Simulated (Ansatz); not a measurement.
## A sublattice moved along a line in TiC

The calculation used DFT PBEsol, scalar-relativistic, plane waves, PAW in Ansatz. The runs took a 420 eV cutoff, a Γ-centred 24×24×24 mesh and Gaussian smearing (0.15 eV). No spin polarisation. Energies are free energies at this smearing, counted from the undisturbed cell; pressure is positive in compression.

The starting cell (relaxed at this level):

```xyz
2
Lattice="0.0000 2.1467 2.1467 2.1467 0.0000 2.1467 2.1467 2.1467 0.0000" Properties=species:S:1:pos:R:3 pbc="T T T"
Ti    0.0000    0.0000    0.0000
C     2.1467    2.1467    2.1467
```

Every C atom is moved by x along the Cartesian unit vector (0.000, 0.000, 1.000); the cell and all other atoms stay fixed. The cell is metallic on the mesh throughout.

| x (Å) | ΔE (meV/cell) | force along x on the moved atoms (eV/Å) | pressure (GPa) |
| --- | --- | --- | --- |
| -0.5000 | 1754.4 | ? | ? |
| -0.2500 | 333.1 | 2.93 | 8.3 |
| 0.0000 | 0.0 | 0.00 | 0.0 |
| 0.0625 | 20.0 | -0.64 | 0.5 |
| 0.1250 | 79.0 | -1.26 | 2.0 |
| 0.1875 | 179.7 | ? | ? |
| 0.3125 | 550.2 | -4.05 | 13.4 |
| 0.3750 | 845.2 | -5.44 | 19.8 |
| 0.4375 | 1238.2 | -7.20 | 27.7 |

By symmetry 0.5000 repeats -0.5000, -0.3750 repeats 0.3750, 0.2500 repeats -0.2500, -0.1250 repeats 0.1250 in energy, with the opposite slope along the path.

(1) Give the withheld values.

## Answers

(1) force along x on the moved atoms (eV/Å) at x (Å) = -0.5000: 9.40; pressure (GPa) at x (Å) = -0.5000: 37.2; force along x on the moved atoms (eV/Å) at x (Å) = 0.1875: -2.00; pressure (GPa) at x (Å) = 0.1875: 4.6.